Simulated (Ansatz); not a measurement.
# C: energy along a strain

C, Fmmm, a = 2.466 Å, b = 4.268 Å, c = 6.799 Å. This isn't the element's structure at ambient conditions. Ansatz: PBE+D3(BJ), PAW, 420 eV, Γ-centred 22×22×8 mesh on 4 atoms, Gaussian smearing 0.15 eV; no spin polarisation. Cell vectors (Å): 1.233 -2.134 0.000; 1.233 2.134 0.000; 0.000 0.000 6.799. The cell is strained by x per cent times the pattern (0 1 0 0 0 0) in the order xx yy zz yz xz xy (engineering shears), with fractional coordinates held. y is the free energy over the start, V0 = 8.944 Å³/atom.

| x (%) | y (meV/atom) |
| --- | --- |
| -6.00 | ? |
| -4.50 | 69.43 |
| -3.00 | 29.70 |
| -1.50 | 7.13 |
| 0.00 | 0.00 |
| 1.50 | 6.70 |
| 3.00 | 25.86 |
| 4.50 | 56.25 |
| 5.25 | 75.32 |
| 6.00 | 96.79 |

Fit y = c2 x² + c3 x³ to the other rows, get the stiffness along the pattern, and predict the missing energy.

Least squares on the rows shown. y = 3.1054 x² − 0.070414 x³. The clamped-ion stiffness p·C·p = 2 × 31.05 eV × 160.2 / 8.944 Å³ = 1112 GPa, which is C22 in these axes. At x = -6.00 the fit asked for gives 127.00 meV/atom. The run gave 128.06 meV/atom, so the fit is 1.06 meV/atom too low, 0.83 % of the span of the series, against an rms of 0.15 meV/atom on the fitted rows. The row lies outside the fitted range. With a term in x⁴ added, a fit to the same known rows predicts 128.02 meV/atom, so most of the miss is curvature that the known rows already hold.

Cost: 10 runs of about 1.3 core-minutes in all, on AMD EPYC 9R45 (Zen 5) (shared hosts).